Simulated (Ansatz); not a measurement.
A crystal relaxed with r2SCAN in Ansatz 0.2.0 has space group P4_2/mnm (No. 136) and a = 4.761 Å, c = 3.200 Å.

| atom | site | x | y | z |
| --- | --- | --- | --- | --- |
| Xx | 2a | 0.0000 | 0.0000 | 0.0000 |
| O | 4f | 0.3059 | 0.3059 | 0.0000 |

The r2SCAN gap is direct at Γ: 1.77 eV. With PBE the gap is 1.10 eV and direct, at Γ. Meshes: r2SCAN 6×6×8, PBE 6×6×8. r2SCAN's ε∞ is 4.0 along x and y, 4.3 along z.

Problem. Which element is Xx?
A. Pb
B. Sn
C. Si
D. Hf

Solution. B. Xx is Sn: rutile SnO2. Sn has 6 O at 2.06–2.07 Å; O has 3 Sn at 2.06–2.07 Å.

Calculated for a static, non-magnetic cell.

No spin-orbit coupling is included; it can move band edges with weight on the heavy atoms by tenths of an eV.
